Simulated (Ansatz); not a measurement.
# ZnTe under a change: strain tensor (xx, yy, zz, yz, xz, xy) = (−0.37, −3.33, +2.78, +0.36, −0.63, −0.27) %

The reference is ZnTe in the zinc blende structure (space group F-43m, No. 216; a = 6.113 Å). Axes: x, y, z lie along the cube axes.

The change: the symmetric strain tensor [-0.0037 -0.0027 -0.0063; -0.0027 -0.0333 0.0036; -0.0063 0.0036 0.0278]; the atoms relax in the strained cell.

The values are results of Ansatz (a quantum-chemistry and plane-wave program), r2SCAN, PAW, cutoff 500 eV, no spin-orbit coupling, not measurements. Settings: 9×9×9 k-points, 0.05 eV Fermi–Dirac smearing.

The volume per atom shrinks by 0.29 Å³ (28.56 Å³ → 28.27 Å³) and the space group goes from F-43m (No. 216) to P1 (No. 1). The shortest interatomic distance shrinks by 0.012 Å, from 2.647 Å to 2.635 Å and the energy grows by 6.6 meV/atom. The pressure (mean of the normal stresses, compression positive) rises by 0.486 GPa, from 0.01 GPa to 0.49 GPa and the band gap falls by 0.08 eV, from 1.79 eV to 1.71 eV. The gap character is still direct at Γ and the valence-band top at Γ (three highest levels, from the VBM) goes from 0.00, 0.00, 0.00 eV to 0.00, -0.09, -0.26 eV. The valley order (the lowest conduction-band minima on the path, energy above the VBM, named in the base's zone) changes from Γ 1.79 eV; L along ⟨111⟩ 2.20 eV; a point along ⟨100⟩, about 0.9 Å⁻¹ from Γ 2.54 eV to Γ 1.71 eV; L along [1-11] 2.00 eV; L along [111] 2.02 eV; L along [11-1] 2.08 eV and the stress (xx, yy, zz, yz, xz, xy; compression positive) comes out as (0.63, 1.43, -0.58, -0.24, 0.40, 0.20) GPa.

Final structure:

```yaml
crystal:
  lattice:
    - [-0.02751, 2.96577, 3.15253]
    - [3.02614, 0.00260, 3.12242]
    - [3.03714, 2.94666, -0.00841]
  atoms:
    - { symbol: Te, position: [0.74795, 0.75121, 0.74994] }
    - { symbol: Zn, position: [0.00205, 0.99879, 0.00006] }
```

Spin-orbit coupling, missing from the scalar runs, can matter with Te. Whether these cells are dynamically stable was not tested. k-point labels follow each cell's own Brillouin zone.
